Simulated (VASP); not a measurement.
The system is GaAs.

```xyz
2
Lattice="0.0000 2.7886 2.7886 2.7886 0.0000 2.7886 2.7886 2.7886 0.0000" Properties=species:S:1:pos:R:3 pbc="T T T"
As    4.1830    4.1830    4.1830
Ga    0.0000    0.0000    0.0000
```

The cell isn't the ideal one: volume scaled by 0.96.

| Quantity | Value |
| --- | --- |
| Program | VASP 6.6.1 |
| Task | relaxation of cell and atoms |
| Functional | RPBE |
| Dispersion | D4 |
| Potentials or basis | VASP PAW PBE potentials, release 54 (As, Ga) |
| Cutoff | 580 eV |
| k mesh | 8 × 8 × 8 |
| Occupations | fermi-dirac, width 0.05 eV |
| Spin | no spin polarisation |

At the start: pressure 2.9 GPa; volume 21.69 Å³/atom.

Question: Where does the relaxation end?

Answer: Over 3 steps the energy falls by 6.8 meV/atom and the volume is 22.47 Å³/atom (+3.6 %); space group F-43m (No. 216, to 0.05 Å).

Step by step:
| step | energy change (eV) | largest force (eV/Å) | pressure (GPa) | volume (Å³) |
| --- | --- | --- | --- | --- |
| 1 | 0.0000 | 0.0000 | 2.86 | 43.37 |
| 2 | -0.0096 | 0.0000 | -1.38 | 45.85 |
| 3 | -0.0136 | 0.0000 | 0.01 | 44.94 |

Final structure:
```
CELL_PARAMETERS angstrom
0.00000 2.82195 2.82195
2.82195 0.00000 2.82195
2.82195 2.82195 0.00000
ATOMIC_POSITIONS crystal
As 0.75000 0.75000 0.75000
Ga 0.00000 0.00000 0.00000
```

Caveat: the PAW data sets were made with another functional, which shifts forces and pressure a little.
